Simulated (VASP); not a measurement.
# CeO (F-43m) in VASP: single point with PBEsol+U

Aim: the single point of CeO with PBEsol+U.

All numbers are computed with VASP 6.6.1; they aren't measurements. Logs are shortened: lines on timing, memory, paths and dates and some standing lists are left out, and cuts for length are marked.

## (1) The structure

The structure is cubic, space group F-43m (No. 216). Conventional cell: a = 5.266 Å, b = 5.266 Å, c = 5.266 Å, α = 90.00°, β = 90.00°, γ = 90.00°. Ce (site symmetry -43m) is surrounded by 4 O at 2.28 Å. O (site symmetry -43m) has 4 Ce at 2.28 Å as nearest neighbours.

The cell comes from a database or a generator and needn't be the stable form of this composition.

## (2) Single point, PBEsol+U

Input file INCAR:

```
ALGO = Normal ; EDIFF = 1E-6
ENCUT = 520 ; GGA = PS
ISIF = 2 ; ISMEAR = 0
LASPH = True ; LCHARG = True
LDAU = True ; LDAUJ = 0 0
LDAUL = 3 -1 ; LDAUPRINT = 1
LDAUTYPE = 2 ; LDAUU = 4 0
LELF = True ; LMAXMIX = 6
LREAL = False ; LVHAR = True
LWAVE = False ; NBANDS = 16
NELM = 150 ; PREC = Accurate
SIGMA = 0.05
```

Input file KPOINTS:

```
k-points
0
Gamma
  6 6 6
```

Input file POSCAR:

```
CeO
1.0
    0.0000000000      2.6331826700      2.6331826700
    2.6331826700      0.0000000000      2.6331826700
    2.6331826700      2.6331826700      0.0000000000
Ce O
1 1
Direct
    0.0000000000      0.0000000000      0.0000000000
    0.2500000000      0.2500000000      0.2500000000
```

Potentials or basis: VASP PAW PBE potentials, release 64 (Ce, O).

The run is started by

```
$ cat potpaw_PBE.64/Ce/POTCAR potpaw_PBE.64/O/POTCAR > POTCAR
$ mpirun -np 1 vasp_std > vasp.out
```

OUTCAR:

```text
EDIFF = 1E-6
   ENCUT = 520
   GGA = PS
   ISIF = 2
   ISMEAR = 0
   LASPH = True
   LREAL = False
   NELM = 150
   PREC = Accurate

 ion  position               nearest neighbor table
   1  0.000  0.000  0.000-   2 2.28   2 2.28   2 2.28   2 2.28
   2  0.250  0.250  0.250-   1 2.28   1 2.28   1 2.28   1 2.28

  LATTYP: Found a face centered cubic cell.
 ALAT       =     5.2663653400

  Lattice vectors:

 A1 = (   0.0000000000,   2.6331826700,   2.6331826700)
 A2 = (   2.6331826700,   0.0000000000,   2.6331826700)
 A3 = (   2.6331826700,   2.6331826700,   0.0000000000)

Analysis of symmetry for initial positions (statically):
=====================================================================
 Subroutine PRICEL returns:
 Original cell was already a primitive cell.

 Routine SETGRP: Setting up the symmetry group for a
 face centered cubic supercell.

 Subroutine GETGRP returns: Found 24 space group operations
 (whereof 24 operations were pure point group operations)
 out of a pool of 48 trial point group operations.

The static configuration has the point symmetry T_d .

Analysis of symmetry for dynamics (positions and initial velocities):
=====================================================================
 Subroutine PRICEL returns:
 Original cell was already a primitive cell.

 Routine SETGRP: Setting up the symmetry group for a
 face centered cubic supercell.

 Subroutine GETGRP returns: Found 24 space group operations
 (whereof 24 operations were pure point group operations)
 out of a pool of 48 trial point group operations.

The dynamic configuration has the point symmetry T_d .

 Subroutine INISYM returns: Found 24 space group operations
 (whereof 24 operations are pure point group operations),
 and found     1 'primitive' translations

----------------------------------------------------------------------------------------

                                     Primitive cell

  volume of cell :      36.5151

  direct lattice vectors                    reciprocal lattice vectors
     0.000000000  2.633182670  2.633182670    -0.189884282  0.189884282  0.189884282
     2.633182670  0.000000000  2.633182670     0.189884282 -0.189884282  0.189884282
     2.633182670  2.633182670  0.000000000     0.189884282  0.189884282 -0.189884282

  length of vectors
     3.723882644  3.723882644  3.723882644     0.328889224  0.328889224  0.328889224

  position of ions in fractional coordinates (direct lattice)
     0.000000000  0.000000000  0.000000000
     0.250000000  0.250000000  0.250000000

  ion indices of the primitive-cell ions
   primitive index   ion index
                 1           1
                 2           2

----------------------------------------------------------------------------------------

 KPOINTS: k-points

Automatic generation of k-mesh.
 Grid dimensions read from file:
 generate k-points for:    6    6    6

 Generating k-lattice:

  Cartesian coordinates                     Fractional coordinates (reciprocal lattice)
    -0.031647380  0.031647380  0.031647380     0.166666667  0.000000000  0.000000000
     0.031647380 -0.031647380  0.031647380     0.000000000  0.166666667  0.000000000
     0.031647380  0.031647380 -0.031647380     0.000000000  0.000000000  0.166666667
[... 83 lines left out ...]
 non-spin polarized calculation
 Gauss-broadening in eV      SIGMA  =   0.05
  energy-cutoff  :      520.00
  volume of cell :       36.52
 maximum number of plane-waves:      1002
   NGX = 13   NGY = 13   NGZ = 13

 number of electron      18.0000007 magnetization

 Free energy of the ion-electron system (eV)
  ---------------------------------------------------
  ext. energy  EPLUGINS =         0.00000000
  ---------------------------------------------------
  free energy    TOTEN  =       -18.00206791 eV

  energy without entropy =      -17.99210099  energy(sigma->0) =      -17.99708445

atom =   1  type =  1  l = 3

 onsite density matrix

spin component  1

  0.0142  0.0000  0.0028 -0.0000 -0.0000 -0.0000 -0.0000
  0.0000  0.4332  0.0000  0.0000 -0.0000  0.0000 -0.0000
  0.0028  0.0000  0.0127 -0.0000 -0.0000  0.0000  0.0000
 -0.0000  0.0000 -0.0000  0.0164 -0.0000 -0.0000  0.0000
 -0.0000 -0.0000 -0.0000 -0.0000  0.0127  0.0000 -0.0028
 -0.0000  0.0000  0.0000 -0.0000  0.0000  0.0105 -0.0000
 -0.0000 -0.0000  0.0000  0.0000 -0.0028 -0.0000  0.0142

spin component  2

  0.0142  0.0000  0.0028 -0.0000 -0.0000 -0.0000 -0.0000
  0.0000  0.4332  0.0000  0.0000 -0.0000  0.0000 -0.0000
  0.0028  0.0000  0.0127 -0.0000 -0.0000  0.0000  0.0000
 -0.0000  0.0000 -0.0000  0.0164 -0.0000 -0.0000  0.0000
 -0.0000 -0.0000 -0.0000 -0.0000  0.0127  0.0000 -0.0028
 -0.0000  0.0000  0.0000 -0.0000  0.0000  0.0105 -0.0000
 -0.0000 -0.0000  0.0000  0.0000 -0.0028 -0.0000  0.0142

 occupancies and eigenvectors

  o =  0.0105  v =  0.0015 -0.0000 -0.0019  0.0000 -0.0037  1.0000 -0.0029  0.0000  0.0000  0.0000  0.0000  0.0000  0.0000  0.0000      0.0000  0.0000  0.0000  0.0000  0.0000  0.0000  0.0000  0.0000  0.0000  0.0000  0.0000  0.0000  0.0000  0.0000
  o =  0.0105  v =  0.0000  0.0000  0.0000  0.0000  0.0000  0.0000  0.0000  0.0015 -0.0000 -0.0019  0.0000 -0.0037  1.0000 -0.0029      0.0000  0.0000  0.0000  0.0000  0.0000  0.0000  0.0000  0.0000  0.0000  0.0000  0.0000  0.0000  0.0000  0.0000
  o =  0.0105  v = -0.6123 -0.0000  0.7905  0.0000  0.0118  0.0025  0.0092  0.0000  0.0000  0.0000  0.0000  0.0000  0.0000  0.0000      0.0000  0.0000  0.0000  0.0000  0.0000  0.0000  0.0000  0.0000  0.0000  0.0000  0.0000  0.0000  0.0000  0.0000
  o =  0.0105  v =  0.0000  0.0000  0.0000  0.0000  0.0000  0.0000  0.0000 -0.6123 -0.0000  0.7905  0.0000  0.0118  0.0025  0.0092      0.0000  0.0000  0.0000  0.0000  0.0000  0.0000  0.0000  0.0000  0.0000  0.0000  0.0000  0.0000  0.0000  0.0000
  o =  0.0105  v =  0.0092  0.0000 -0.0118 -0.0000  0.7905  0.0047  0.6123  0.0000  0.0000  0.0000  0.0000  0.0000  0.0000  0.0000      0.0000  0.0000  0.0000  0.0000  0.0000  0.0000  0.0000  0.0000  0.0000  0.0000  0.0000  0.0000  0.0000  0.0000
  o =  0.0105  v =  0.0000  0.0000  0.0000  0.0000  0.0000  0.0000  0.0000  0.0092  0.0000 -0.0118 -0.0000  0.7905  0.0047  0.6123      0.0000  0.0000  0.0000  0.0000  0.0000  0.0000  0.0000  0.0000  0.0000  0.0000  0.0000  0.0000  0.0000  0.0000
  o =  0.0164  v =  0.0000  0.0000  0.0000  0.0000  0.0000  0.0000  0.0000  0.7850 -0.0000  0.6080  0.0069  0.0726 -0.0000 -0.0938      0.0000  0.0000  0.0000  0.0000  0.0000  0.0000  0.0000  0.0000  0.0000  0.0000  0.0000  0.0000  0.0000  0.0000
  o =  0.0164  v =  0.7850 -0.0000  0.6080  0.0069  0.0726 -0.0000 -0.0938  0.0000  0.0000  0.0000  0.0000  0.0000  0.0000  0.0000      0.0000  0.0000  0.0000  0.0000  0.0000  0.0000  0.0000  0.0000  0.0000  0.0000  0.0000  0.0000  0.0000  0.0000
  o =  0.0164  v =  0.0000  0.0000  0.0000  0.0000  0.0000  0.0000  0.0000 -0.0938 -0.0000 -0.0726 -0.0007  0.6080  0.0000 -0.7850      0.0000  0.0000  0.0000  0.0000  0.0000  0.0000  0.0000  0.0000  0.0000  0.0000  0.0000  0.0000  0.0000  0.0000
  o =  0.0164  v = -0.0938 -0.0000 -0.0726 -0.0007  0.6080  0.0000 -0.7850  0.0000  0.0000  0.0000  0.0000  0.0000  0.0000  0.0000      0.0000  0.0000  0.0000  0.0000  0.0000  0.0000  0.0000  0.0000  0.0000  0.0000  0.0000  0.0000  0.0000  0.0000
  o =  0.0164  v =  0.0000  0.0000  0.0000  0.0000  0.0000  0.0000  0.0000 -0.0054 -0.0000 -0.0042  1.0000 -0.0001 -0.0000  0.0001      0.0000  0.0000  0.0000  0.0000  0.0000  0.0000  0.0000  0.0000  0.0000  0.0000  0.0000  0.0000  0.0000  0.0000
  o =  0.0164  v = -0.0054 -0.0000 -0.0042  1.0000 -0.0001 -0.0000  0.0001  0.0000  0.0000  0.0000  0.0000  0.0000  0.0000  0.0000      0.0000  0.0000  0.0000  0.0000  0.0000  0.0000  0.0000  0.0000  0.0000  0.0000  0.0000  0.0000  0.0000  0.0000
  o =  0.4332  v =  0.0000  0.0000  0.0000  0.0000  0.0000  0.0000  0.0000 -0.0000  1.0000  0.0000  0.0000 -0.0000  0.0000 -0.0000      0.0000  0.0000  0.0000  0.0000  0.0000  0.0000  0.0000  0.0000  0.0000  0.0000  0.0000  0.0000  0.0000  0.0000
  o =  0.4332  v = -0.0000  1.0000  0.0000  0.0000 -0.0000  0.0000 -0.0000  0.0000  0.0000  0.0000  0.0000  0.0000  0.0000  0.0000      0.0000  0.0000  0.0000  0.0000  0.0000  0.0000  0.0000  0.0000  0.0000  0.0000  0.0000  0.0000  0.0000  0.0000

 number of electron      18.0000008 magnetization

 Free energy of the ion-electron system (eV)
  ---------------------------------------------------
  ext. energy  EPLUGINS =         0.00000000
  ---------------------------------------------------
  free energy    TOTEN  =       -15.17849146 eV

  energy without entropy =      -15.17481030  energy(sigma->0) =      -15.17665088

 E-fermi :   8.2567     XC(G=0): -10.9614

 val. band max:        8.2434865335   @ k =   0.5000   0.5000   0.0000
 cond. band min:       8.2946824684   @ k =   0.5000   0.3333   0.0000
 fundamental gap:      0.0511959350
 Fermi energy:         8.2566592176

 k-point     1 :       0.0000    0.0000    0.0000
  band No.  band energies     occupation
      1     -27.0325      2.00000
      2     -11.3081      2.00000
      3      -9.1643      2.00000
      4      -9.1643      2.00000
      5      -9.1643      2.00000
      6       1.8101      2.00000
[... 281 lines left out ...]
      3     -10.0848      2.00000
      4      -9.8507      2.00000
      5      -7.2547      2.00000
      6       2.0956      2.00000
[... 8 lines left out ...]
     15      10.3580      0.00000
     16      10.3791      0.00000

------------------------ aborting loop because EDIFF is reached ----------------------------------------

  FORCE on cell =-STRESS in cart. coord.  units (eV):
  Direction    XX          YY          ZZ          XY          YZ          ZX
  --------------------------------------------------------------------------------------
  -------------------------------------------------------------------------------------
  Total        3.0089994      3.0089994      3.0089994      0.0000000      0.0000000      0.0000000
  in kB      132.0260793    132.0260793    132.0260793      0.0000000      0.0000000      0.0000000
  external PRESSURE =     132.0260793 kB  Pullay stress =       0.0000000 kB

 VOLUME and BASIS-vectors are now :
 -----------------------------------------------------------------------------
  energy-cutoff  :      520.00
  volume of cell :       36.52
      direct lattice vectors                 reciprocal lattice vectors
     0.000000000  2.633182670  2.633182670    -0.189884282  0.189884282  0.189884282
     2.633182670  0.000000000  2.633182670     0.189884282 -0.189884282  0.189884282
     2.633182670  2.633182670  0.000000000     0.189884282  0.189884282 -0.189884282

 POSITION                                       TOTAL-FORCE (eV/Angst)
 -----------------------------------------------------------------------------------
      0.00000      0.00000      0.00000        -0.000000     -0.000000     -0.000000
      1.31659      1.31659      1.31659         0.000000      0.000000      0.000000
 -----------------------------------------------------------------------------------
    total drift:                                0.000000      0.000000      0.000000

  FREE ENERGIE OF THE ION-ELECTRON SYSTEM (eV)
  ---------------------------------------------------
  free  energy   TOTEN  =       -15.1784914639 eV

  energy  without entropy=      -15.1748102987  energy(sigma->0) =      -15.17665088
```

It took 12 s on 1 thread of Intel Xeon 6975P-C (Granite Rapids), shared host; peak memory 0.17 GiB.

Results:

```
Free energy            : -15.1785 eV
Pressure               : 13.2 GPa
Band gap on the k mesh : none (metal or under the smearing width)
```

Eigenvalues of the final occupation matrices:
```csv
site,spin,trace,eigenvalues
site 1 f,1,0.51,0.01 0.01 0.01 0.02 0.02 0.02 0.43
site 1 f,2,0.51,0.01 0.01 0.01 0.02 0.02 0.02 0.43
```

Caveat: the PAW data sets were made with another functional, which shifts forces and pressure a little; the run has no spin polarisation, though such a crystal can be magnetic; U without spin polarisation on a metal has little footing.
